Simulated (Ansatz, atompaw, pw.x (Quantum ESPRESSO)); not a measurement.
V (Z = 23): does the PAW (atompaw) potential hold in the solid?

atompaw 4.2.0.5 input, output lines left out:

```
V 23
GGA-PBE scalarrelativistic loggrid 1500 logderivrange -2 5 176
4 4 3 0 0 0
4 0 1.75
4 1 0.25
3 2 3
0 0 0
c
c
c
v
c
c
v
v
2
3.00 2.55 2.40 1.90
y
1.2
n
y
0.45
n
y
2.05
n
custom rrkj vanderbiltortho sinc
bessel
2.90
3.00
3.00
3.00
2.30
2.30
```

Crystal test: fcc V in pw.x 7.5, no spin, 15³ k-points, Fermi–Dirac smearing 0.01 Ry, cutoffs 40/400 Ry. The reference is all-electron LAPW (Ansatz 0.2.0) with the same functional, mesh and smearing; V0 and B0 come from Birch–Murnaghan fits to the pressures at five volumes. Errors are pseudo minus all-electron; Δ is the rms difference of the E(V) curves that follow from these fits, minima aligned, over ±6 % about the mean V0. Mesh and smearing are coarse, so the numbers serve the comparison and aren't converged zero-temperature values; the lattice is a test structure that the element need not adopt.

All-electron: a0 = 3.820 Å (V0 = 13.94 Å³/atom), B0 = 173.4 GPa.

Question: How far does the potential miss the all-electron equation of state?

Answer: mean pressure error (GPa): +4.66; a0 (Å): 3.853; a0 error (%): +0.84; B0 error (%): +1.0; Δ (meV/atom): 13.7. The largest radius (3.00 bohr) exceeds half the bond length (2.55 bohr), so the spheres overlap, which is one possible source of error among others. This is a poor potential for the solid.

```csv
V (Å³/atom),P all-electron (GPa),P pseudo (GPa)
13.271,9.40,15.14
13.620,4.23,9.35
13.969,-0.35,4.24
14.318,-4.40,-0.26
14.667,-7.98,-4.27
```

Question: At the middle volume, how do free energy and pressure move when the wave cutoff is lowered (ecutrho held at 400 Ry)?

Answer:

```json
{"cutoff (Ry)": "18", "shift of F (meV/atom)": "+90.0", "shift of P (GPa)": "-6.66"}
{"cutoff (Ry)": "24", "shift of F (meV/atom)": "+18.5", "shift of P (GPa)": "+0.17"}
{"cutoff (Ry)": "32", "shift of F (meV/atom)": "+2.8", "shift of P (GPa)": "-0.26"}
```

Input at the middle volume:

```
&control
  calculation='scf', prefix='x', pseudo_dir='./', outdir='./tmp', tstress=.true., disk_io='none'
/
&system
  ibrav=0, nat=1, ntyp=1, ecutwfc=40, ecutrho=400, nbnd=9,
  occupations='smearing', smearing='fd', degauss=0.01
/
&electrons
  conv_thr=1e-09, mixing_beta=0.4, electron_maxstep=70
/
ATOMIC_SPECIES
V 1.0 V.UPF
CELL_PARAMETERS angstrom
  0.00000000 1.91151821 1.91151821
  1.91151821 0.00000000 1.91151821
  1.91151821 1.91151821 0.00000000
ATOMIC_POSITIONS crystal
V 0.0000 0.0000 0.0000
K_POINTS automatic
15 15 15 0 0 0
```

```bash
pw.x < V.scf.in > V.scf.out
```

Lines of the output:

```
Message from routine setup:
     using ibrav=0 with symmetry is DISCOURAGED, use correct ibrav instead
     lattice parameter (alat)  =       5.1085  a.u.
     unit-cell volume          =      94.2675 (a.u.)^3
     number of electrons       =         5.00
     number of Kohn-Sham states=            9
     kinetic-energy cutoff     =      40.0000  Ry
     charge density cutoff     =     400.0000  Ry
     scf convergence threshold =      1.0E-09
     Exchange-correlation= SLA PW PBX PBC
     number of k points=   120  Fermi-Dirac smearing, width (Ry)=  0.0100
     iteration #  1     ecut=    40.00 Ry     beta= 0.40
     total energy              =     -97.59870823 Ry
     estimated scf accuracy    <       0.04534990 Ry
     iteration #  2     ecut=    40.00 Ry     beta= 0.40
     total energy              =     -97.60392401 Ry
     estimated scf accuracy    <       0.00171289 Ry
     iteration #  3     ecut=    40.00 Ry     beta= 0.40
     total energy              =     -97.60331216 Ry
     estimated scf accuracy    <       0.00028171 Ry
     iteration #  4     ecut=    40.00 Ry     beta= 0.40
     total energy              =     -97.60334524 Ry
     estimated scf accuracy    <       0.00000095 Ry
     iteration #  5     ecut=    40.00 Ry     beta= 0.40
     total energy              =     -97.60334640 Ry
     estimated scf accuracy    <       0.00000021 Ry
     iteration #  6     ecut=    40.00 Ry     beta= 0.40
     total energy              =     -97.60334644 Ry
     estimated scf accuracy    <          7.1E-09 Ry
     iteration #  7     ecut=    40.00 Ry     beta= 0.40
     the Fermi energy is    11.5831 ev
!    total energy              =     -97.60334645 Ry
     estimated scf accuracy    <          4.4E-10 Ry
     smearing contrib. (-TS)   =      -0.00794540 Ry
     The total energy is F=E-TS. E is the sum of the following terms:
     one-electron contribution =       7.73020802 Ry
     hartree contribution      =       0.31396744 Ry
     xc contribution           =      -6.47251889 Ry
     ewald contribution        =     -15.86569063 Ry
     one-center paw contrib.   =     -83.30136699 Ry
     convergence has been achieved in   7 iterations
          total   stress  (Ry/bohr**3)                   (kbar)     P=       42.41
     Message from routine punch:
     Nothing written, as per user request (disk_io='none')
```

The run at the middle volume (120 k-points, 7 iterations) took about 6.4 s on one core of a shared host (Intel(R) Xeon(R) 6975P-C, 192 threads, 378 GiB, load 28).
